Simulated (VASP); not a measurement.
Write the native input for VASP 6.6.1 that does the following.

| Quantity | Value |
| --- | --- |
| Task | single point |
| Functional | PBE |
| Potentials or basis | VASP PAW PBE potentials, release 64 (W_sv) |
| Cutoff | 520 eV |
| k mesh | 18 × 18 × 18 |
| Occupations | gaussian, width 0.1 eV |
| Spin | no spin polarisation |
| Dipole correction | no |
| Further INCAR settings | ALGO = Normal; EDIFF = 1e-06; NBANDS = 13 |

The structure of W lies in POSCAR:

```
W
1.0
    0.0000000000      2.1013748000      2.1013748000
    2.1013748000      0.0000000000      2.1013748000
    2.1013748000      2.1013748000      0.0000000000
W
1
Direct
    0.0000000000      0.0000000000      0.0000000000
```

This isn't the form of W at room conditions, which is bcc.

The cell isn't the ideal one: strained and moved within the space group.

The input as run:

INCAR

```
SYSTEM = W
ALGO = Normal
EDIFF = 1E-6
ENCUT = 520
GGA = PE
ISIF = 2
ISMEAR = 0
LASPH = .True.
LCHARG = .False.
LREAL = .False.
LWAVE = .False.
NBANDS = 13
NELM = 100
PREC = Accurate
SIGMA = 0.1
```

KPOINTS

```
k-points
0
Gamma
  18 18 18
  0 0 0
```

Potentials or basis: VASP PAW PBE potentials, release 64 (W_sv).

Command:

```sh
$ cat potpaw_PBE.64/W_sv/POTCAR > POTCAR
$ mpirun -np 1 vasp_std > vasp.out
```

Results of the run:

| Quantity | Value |
| --- | --- |
| Pressure | -26.6 GPa |
| Band gap on the k mesh | none (metal or under the smearing width) |

Caveat: so large a pressure means that the cell lies far from this level's equilibrium, or that cutoff or potentials fall short.

It took 17 s on 1 thread of Intel(R) Xeon(R) 6975P-C (Granite Rapids) (shared host), peak memory 0.17 GiB.
